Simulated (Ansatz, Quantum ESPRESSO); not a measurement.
Given: the input of a run of Quantum ESPRESSO 7.5 (ASE script) on Ga. This isn't the form of Ga at room conditions, which is orthorhombic.

run.py

```python
import numpy as np
from ase.calculators.espresso import Espresso, EspressoProfile
from ase.io import read

atoms = read('Ga.cif')

input_data = {
    'control': {'calculation': 'scf', 'prefix': 'pwscf', 'outdir': './tmp', 'tprnfor': True, 'tstress': True, 'disk_io': 'low'},
    'system': {'ecutwfc': 56.0, 'ecutrho': 448.0, 'nbnd': 16, 'occupations': 'smearing', 'smearing': 'fd', 'degauss': 0.00367493, 'vdw_corr': 'grimme-d3', 'dftd3_version': 4},
    'electrons': {'conv_thr': 2e-10, 'electron_maxstep': 120, 'mixing_beta': 0.5},
}
pseudopotentials = {'Ga': 'ga_pbesol_v1.4.uspp.F.UPF'}
profile = EspressoProfile(command='mpirun -n 2 pw.x -nk 2', pseudo_dir='pseudo')
dft = Espresso(profile=profile, input_data=input_data, pseudopotentials=pseudopotentials, kpts=(13, 13, 13), koffset=(0, 0, 0))
atoms.calc = dft

from ase.optimize import FIRE
from ase.filters import FrechetCellFilter
done = FIRE(FrechetCellFilter(atoms), trajectory='opt.traj').run(fmax=0.02, steps=30)
print('converged', done)
print('cell (A)', np.round(atoms.cell.cellpar(), 5))
print(f'energy {atoms.get_potential_energy():.8f} eV')
print('forces (eV/A)')
print(np.round(atoms.get_forces(), 6))
print('stress (eV/A^3, Voigt)')
print(np.round(atoms.get_stress(), 8))
print(f'Fermi level {dft.get_fermi_level():.4f} eV')
```

File Ga.cif:

```cif
data_Ga
_cell_length_a 3.02900565
_cell_length_b 3.02900565
_cell_length_c 3.02900565
_cell_angle_alpha 125.60652844
_cell_angle_beta 125.60652844
_cell_angle_gamma 80.53580512
_space_group_name_H-M_alt 'P1'
_space_group_name_Hall 'P 1'
_space_group_IT_number 1
loop_
_space_group_symop_operation_xyz
'x,y,z'
loop_
_atom_site_label
_atom_site_type_symbol
_atom_site_symmetry_multiplicity
_atom_site_Wyckoff_symbol
_atom_site_fract_x
_atom_site_fract_y
_atom_site_fract_z
_atom_site_occupancy
Ga1 Ga 1 a 0.0000000000 0.0000000000 0.0000000000 1
```

Potentials or basis: GBRV 1.5 PBEsol.

Command:

```bash
$ OMP_NUM_THREADS=1 python run.py
```

**Question.** Set up the same calculation for Ansatz 0.2.0. Potentials or basis there: Ansatz PAW, cutoff 420 eV.

**Answer.** As run (cutoffs and basis follow the program's own potentials, and thresholds, step limits or extra output files can differ):

Contents of input.yaml:

```yaml
crystal:
  lattice:
    - [-1.3843987196, 1.3843987196, 2.3112238365]
    - [1.3843987196, -1.3843987196, 2.3112238365]
    - [1.3843987196, 1.3843987196, -2.3112238365]
  atoms:
    - { symbol: Ga, position: [0.0, 0.0, 0.0] }
hamiltonian:
  xc: pbesol
  pseudopotentials: { kind: paw }
  dispersion: d3bj
kpoints:
  mp_grid: { grid: [13, 13, 13] }
scf:
  occupations: { method: fermi_dirac, width: 0.05 }
output:
  forces: true
  stress: true
  eigenvalues: true
  write_density: true
  write_potential: true
  elf: true
  volumetric_format: npy
relax:
  f_tol: 0.01
  max_steps: 40
  cell: { stress_tol: 0.05 }
```

Potentials or basis: Ansatz PAW.

Launch:

```console
$ ansatz run input.yaml --threads 2 --pin off --max-ram 5632MiB --backend cpu --events-out ev --progress --plain --runs-dir out
```

Both were run:

|  | Quantum ESPRESSO | Ansatz |
| --- | --- | --- |
| Relaxed volume | 16.84 Å³/atom | 16.76 Å³/atom |
| Relaxed cell | a = 2.960 Å, b = 2.960 Å, c = 2.960 Å, α = 124.76°, β = 124.76°, γ = 81.94° | a = 2.953 Å, b = 2.953 Å, c = 2.953 Å, α = 124.62°, β = 124.62°, γ = 82.17° |
| Space group after relaxing | I4/mmm (No. 139) | I4/mmm (No. 139) |
| Pressure after relaxing | 0.0 GPa | 0.0 GPa |

Ansatz's pressure holds a Pulay term of +0.05 GPa for its cutoff of 420 eV, which the other run lacks.

The potentials hold 19 and 13 valence electrons a cell.

Ansatz's potentials were made for PBE.

Where Ansatz's input types no cutoff or centring, it takes its own default and a Γ-centred mesh.

Pressure is positive in compression.
